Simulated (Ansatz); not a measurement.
**Pd: frozen-core PAW against all-electron methods**

```
Pd
1.0
     2.62608    0.00000    0.00000
     0.00000    2.62608    0.00000
     0.00000    0.00000    2.58679
Pd
1
Direct
  0.00000 0.00000 0.00000
```

The cell was built from the sc type and relaxed in the same program; it needn't be a known or the stable phase. The listed cell was then made from it by scaling, straining or moving an atom.

Spin polarisation is left out, and whether a magnetic state lies lower isn't shown here.

Levels of theory: DFT, PBE, PAW with Ansatz's default frozen-core files, scalar-relativistic (Ansatz 0.2.0); DFT, PBE, all-electron LAPW, scalar-relativistic (Ansatz 0.2.0).

For PAW: a Γ-centred 13×13×13 k mesh, Fermi–Dirac smearing of 0.03 eV, cutoff 420 eV, no spin polarisation. LAPW targets a basis error of 1 meV/atom. The Ansatz runs share mesh, smearing and spin set-up. Plane-wave (PAW) pressures include the program's estimate of the Pulay term.

Stress and pressure are positive in compression.

The change that made this cell: z strained by -1 % at fixed volume.

PAW results:

```tsv
quantity	PAW
pressure (GPa)	0.05
stress xx (GPa)	-1.37
stress zz (GPa)	2.89
```

(1) What does full-potential LAPW give for the same quantities?

## Answers

(1) 
```json
{"quantity": "pressure (GPa)", "LAPW": "-0.01"}
{"quantity": "stress xx (GPa)", "LAPW": "-1.42"}
{"quantity": "stress zz (GPa)", "LAPW": "2.82"}
```
